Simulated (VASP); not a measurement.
# PtSe2 (Sudovikovite) under changes of volume

One of the cells (20.671 Å³/atom); the others are scaled copies at fixed shape and fractional positions:

```
Pt Se
1.0
     3.74866    0.00000    0.00000
    -1.87433    3.24644    0.00000
     0.00000    0.00000    5.09552
Pt Se
1 2
Direct
  0.00000 0.00000 0.00000
  0.66667 0.33333 0.75000
  0.33333 0.66667 0.25000
```

* Program: VASP 6.6.1
* Functional: PBEsol
* Potentials or basis: VASP PAW PBE potentials, release 64 (Pt, Se)
* Cutoff: 520 eV
* k mesh: 8 × 8 × 5
* Occupations: fermi-dirac, width 0.05 eV
* Spin: no spin polarisation

```tsv
volume (Å³/atom)	energy over the lowest point (meV/atom)	pressure (GPa)	largest force (eV/Å)
19.049	54.88	12.1	1.235
19.455	?	?	?
19.860	11.64	5.1	0.624
20.671	0.00	-0.4	0.111
21.076	3.93	-2.7	0.115
21.481	13.42	-4.8	0.321
```

What does the run at 19.455 Å³/atom give?

Energy over the lowest point 28.84 meV/atom; pressure 8.4 GPa; largest force 0.916 eV/Å.

Worked out: A Birch-Murnaghan fit of order 3 (a polynomial in V^(-2/3)) to the other rows has its minimum at 20.61 Å³/atom with B0 = V·E''(V) = 128 GPa and B' = 4.8 at fixed shape and positions, which overstates the stiffness. It gives 28.81 meV/atom at 19.455 Å³/atom, against the run's 28.84, and -dE/dV = 8.5 GPa, against 8.4.

Energies are extrapolated to zero smearing.

Caveats: the PAW data sets were made with another functional, which shifts forces and pressure a little.
